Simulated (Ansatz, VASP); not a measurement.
**Sc: VASP beside Ansatz**

INCAR

```
SYSTEM = Sc
ALGO = Fast
EDIFF = 1E-6
ENCUT = 520
GGA = CA
ISIF = 2
ISMEAR = 0
LASPH = .True.
LCHARG = .True.
LELF = .True.
LREAL = .False.
LVHAR = .True.
LWAVE = .False.
NBANDS = 12
NELM = 80
PREC = Accurate
SIGMA = 0.15
```

Contents of KPOINTS:

```
k-points
0
Gamma
  20 20 20
  0 0 0
```

Contents of POSCAR:

```
Sc
1.0
    0.0000000000      2.1366223036      2.5639467643
    2.1366223036      0.0000000000      2.5639467643
    2.1366223036      2.1366223036      0.0000000000
Sc
1
Direct
    0.0000000000      0.0000000000      0.0000000000
```

Input for Ansatz:

```yaml
crystal:
  lattice:
    - [0.0, 2.1366223036, 2.5639467643]
    - [2.1366223036, 0.0, 2.5639467643]
    - [2.1366223036, 2.1366223036, 0.0]
  atoms:
    - { symbol: Sc, position: [0.0, 0.0, 0.0] }
basis:
  ecutwfc: 420
kpoints:
  mp_grid: { grid: [20, 20, 20] }
hamiltonian:
  xc: lda
scf:
  occupations: { method: gaussian, width: 0.15 }
output:
  forces: true
  stress: true
  eigenvalues: true
```

Alike in both runs: task single point; functional LDA; k mesh 20 × 20 × 20; occupations gaussian, width 0.15 eV; no spin polarisation.

```csv
,VASP,Ansatz
version,VASP 6.6.1,Ansatz 0.2.0
potentials or method,"VASP PAW LDA potentials, release 64 (Sc_sv)","scalar-relativistic, plane waves, PAW"
plane-wave cutoff (eV),520,420
valence electrons in the cell,11,11
```

|  | VASP | Ansatz | Ansatz less VASP |
| --- | --- | --- | --- |
| gap on the k mesh at the Fermi level (eV) | none | none | - |
| pressure (GPa) | -2.5 | -2.6 | -0.05 |
| largest component of the traceless stress (GPa) | 4.67 | 4.66 | -0.009 |

A gap of «none» marks a metal or a gap that the smearing closes.
